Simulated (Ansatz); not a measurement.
The system is TiCo.

```xyz
2
Lattice="2.9861 0.0000 0.0000 0.0000 2.9861 0.0000 0.0000 0.0000 2.9861" Properties=species:S:1:pos:R:3 pbc="T T T"
Co    1.4931    1.4931    1.4931
Ti    0.0000    0.0000    0.0000
```

The cell comes from a database or a generator and needn't be the stable form of this composition.

| Item | Value |
| --- | --- |
| Program | Ansatz 0.2.0 |
| Task | relaxation of cell and atoms |
| Functional | PBEsol |
| Dispersion | D4 |
| Potentials or basis | all-electron LAPW, scalar-relativistic |
| Basis error allowed | 0.001 eV/atom |
| k mesh | 9 × 9 × 9 |
| Occupations | fermi-dirac, width 0.05 eV |
| Spin | collinear spin, ferromagnetic start |
| Starting moments | [2.0, 1.0] μB |

At the start: volume 13.31 Å³/atom.

Task: Where does the relaxation end?

Result: Over 4 steps the energy falls by 26.0 meV/atom and the volume is 12.53 Å³/atom (-5.9 %); space group Pm-3m (No. 221, to 0.05 Å); moment 0.61 μB per cell.

Step by step:
```
step  energy change (eV)  largest force (eV/Å)  volume (Å³)
   1              0.0000                0.0000        26.63
   2             -0.0520                0.0000        25.10
   3             -0.0521                0.0000        25.06
   4             -0.0521                0.0000        25.06
```

Final structure:
```
CELL_PARAMETERS angstrom
2.92638 0.00000 0.00000
0.00000 2.92638 0.00000
0.00000 0.00000 2.92638
ATOMIC_POSITIONS crystal
Co 0.50000 0.50000 0.50000
Ti 0.00000 0.00000 0.00000
```
